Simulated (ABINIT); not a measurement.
Runs of ABINIT 10.8.3 (patched build) on ZnS (Wurtzite-2H). It takes space group P6_3mc (No. 186, hexagonal). Conventional cell: a = 3.811 Å, b = 3.811 Å, c = 6.234 Å, α = 90.00°, β = 90.00°, γ = 120.00°. Zn (site symmetry 3m) is surrounded by 4 S at 2.31 to 2.40 Å. S (site symmetry 3m) has 4 Zn at 2.31 to 2.40 Å as nearest neighbours. 

| task | level | potentials or basis | k mesh | cutoff (eV) | smearing | bands in the sums | one-shot functional | stop of the response cycle (tolvrs) | acoustic sum rule (asr) | k points of the masses | gap on the mesh (eV) | pressure (GPa) | largest force (eV/Å) |
| --- | --- | --- | --- | --- | --- | --- | --- | --- | --- | --- | --- | --- | --- |
| single point | LDA | PseudoDojo NC SR LDA v0.4.1 standard | 6 × 6 × 4 | 980 | fermi-dirac 0.05 eV | - | - | - | - | - | (a) | - | 0.30 |
| one-shot levels of the hybrid HSE03 | PBEsol | PseudoDojo NC SR PBEsol v0.4.1 standard | 5 × 5 × 3 | 1034 | fixed | 34 | HSE03 | - | - | - | (b) | - | - |
| dielectric tensor | PBEsol | PseudoDojo NC SR PBEsol v0.4.1 standard | 6 × 6 × 4, shifted | 1034 | fixed | - | - | 1e-09 | 1 | - | - | -1.8 | 0.31 |
| effective masses | PBE | PseudoDojo NC SR PBE v0.5 stringent | 6 × 6 × 4 | 1034 | fixed | - | - | - | - | [[0.0, 0.0, 0.0]] | - | 1.9 | 0.32 |
| one-shot levels of the hybrid PBE0 | LDA | PseudoDojo NC SR LDA v0.4.1 standard | 5 × 5 × 3 | 816 | fixed | 34 | PBE0 | - | - | - | 1.98 | - | - |
| single point | PBE | PseudoDojo NC SR PBE v0.4.1 standard | 6 × 6 × 4 | 1034 | fermi-dirac 0.05 eV | - | - | - | - | - | 2.25 | - | 0.32 |
| one-shot levels of the hybrid HSE06 | PBE | PseudoDojo NC SR PBE v0.4.1 standard | 5 × 5 × 3 | 1034 | fixed | 34 | HSE06 | - | - | - | 2.25 | - | - |
| single point | LDA | PseudoDojo NC SR LDA v0.4.1 standard | 6 × 6 × 4 | 816 | fermi-dirac 0.05 eV | - | - | - | - | - | 1.98 | - | 0.30 |

Alike in all rows: no spin polarisation; cell as given.

**Question.** Fill in the values left out.

**Answer.** (a) 1.99; (b) 2.11.

Caveats: an odd mesh through Γ misses points on the zone boundary, where band edges often lie (some runs); Libxc's HSE differs a little from that of other programs (some runs); this build's HSE levels may be imprecise (some runs).

Not every run made on this cell is shown here.
